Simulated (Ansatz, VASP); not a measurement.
**Two plane-wave programs on TiN (Osbornite)**

```xyz
2
Lattice="0.0000 2.1135 2.1135 2.1135 0.0000 2.1135 2.1135 2.1135 0.0000" Properties=species:S:1:pos:R:3 pbc="T T T"
Ti    0.0000    0.0000    0.0000
N     2.1135    2.1135    2.1135
```

Alike in both runs: functional PBE; k mesh 12 × 12 × 12; occupations methfessel-paxton of order 1, width 0.05 eV; no spin polarisation.

Ansatz relaxed the structure, and its values are those at the end. VASP's run is a single point on that final structure, the one shown.

|  | VASP | Ansatz |
| --- | --- | --- |
| version | VASP 6.6.1 | Ansatz 0.2.0 |
| potentials or method | VASP PAW PBE potentials, release 64 (Ti_sv, N) | plane waves, PAW |
| plane-wave cutoff (eV) | 520 | 550 |
| valence electrons in the cell | 17 | 17 |

|  | VASP | Ansatz | Ansatz less VASP |
| --- | --- | --- | --- |
| pressure (GPa) | 4.4 | 4.0 | -0.44 |
